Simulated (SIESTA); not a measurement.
Crystal: TiC.

```
Ti C
1.0
     0.00000    2.16572    2.16572
     2.16572    0.00000    2.16572
     2.16572    2.16572    0.00000
Ti C
1 1
Direct
  0.00000 0.00000 0.00000
  0.50000 0.50000 0.50000
```

The cell is a database's computed one.

Program: SIESTA 5.4.2. Alike in all runs: task density of states; potentials or basis PseudoDojo 0.4 standard (PBE files), DZP (energy shift 0.003 Ry; two zetas on semicore shells); no spin polarisation; cell as given; k mesh 11 × 11 × 11; smearing fermi-dirac 0.05 eV; grid cutoff 800 Ry; energy shift 0.003 Ry. Hardware: 1 thread of Arm Neoverse V1 (shared host).

Q: Order these runs on this cell by their wall time, lowest first.
A. level PBE+U; U Ti d U = 8 eV
B. level PBE+U; U Ti d U = 2 eV
C. level PBE

A: C (100 s), B (330 s), A (740 s).

Caveats: the basis of atomic orbitals isn't converged, which shifts pressures, moduli and gaps; U without spin polarisation on a metal has little footing (some runs); the U is typed as a test and isn't derived for this compound (some runs).
